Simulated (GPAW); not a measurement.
Runs of GPAW 26.7.0 on SnO2. It takes space group Pa-3 (No. 205, cubic). Conventional cell: a = 5.175 Å, b = 5.175 Å, c = 5.175 Å, α = 90.00°, β = 90.00°, γ = 90.00°. Sn (site symmetry -3) has 6 O at 2.11 Å as nearest neighbours. Around O (site symmetry 3) lie 3 Sn at 2.11 Å. Measurements of this composition are mostly on another form, of space group No. 136.

```tsv
task	level	potentials or basis	smearing	response ecut	eta	maxiter	response k mesh	domega0	gap on the mesh (eV)
optical spectrum	RPBE	the program's PAW data sets (release 1.2.1) made for this functional, pw	fermi-dirac 0.001 eV	50 eV	0.1 eV	150	3 × 3 × 3	0.05 eV	0.66
optical spectrum	PBEsol	PAW data sets generated in the run's folder for this functional, pw	fermi-dirac 0.001 eV	50 eV	0.1 eV	150	3 × 3 × 3	0.05 eV	(a)
optical spectrum	LDA	the program's PAW data sets (release 1.2.1) made for this functional, pw	fermi-dirac 0.001 eV	50 eV	0.1 eV	150	3 × 3 × 3	0.05 eV	0.50
single point	PBE	GPAW PAW data sets (gpaw-data 1.2.1), pw	fermi-dirac 0.05 eV	-	-	120	-	-	0.60
optical spectrum	PBE	GPAW PAW data sets (gpaw-data 1.2.1), pw	fermi-dirac 0.001 eV	50 eV	0.1 eV	150	3 × 3 × 3	0.05 eV	0.60
```

Alike in all rows: no spin polarisation; cell as given; k mesh 3 × 3 × 3; cutoff (eV) 600.

Estimate the missing entries.

(a) 0.53.

Caveats: spin-orbit coupling is left out, which moves the levels of the heavy elements; an odd mesh through Γ misses points on the zone boundary, where band edges often lie; with so narrow a direct gap the onset needs a denser k mesh (some runs); the long-wavelength limit can be off by a per cent or two (some runs); spectra need much finer meshes, so this one isn't converged (some runs); independent-particle spectra lack excitons (some runs).

A k mesh can miss the band edges, and the runs leave out spin-orbit coupling on Sn.
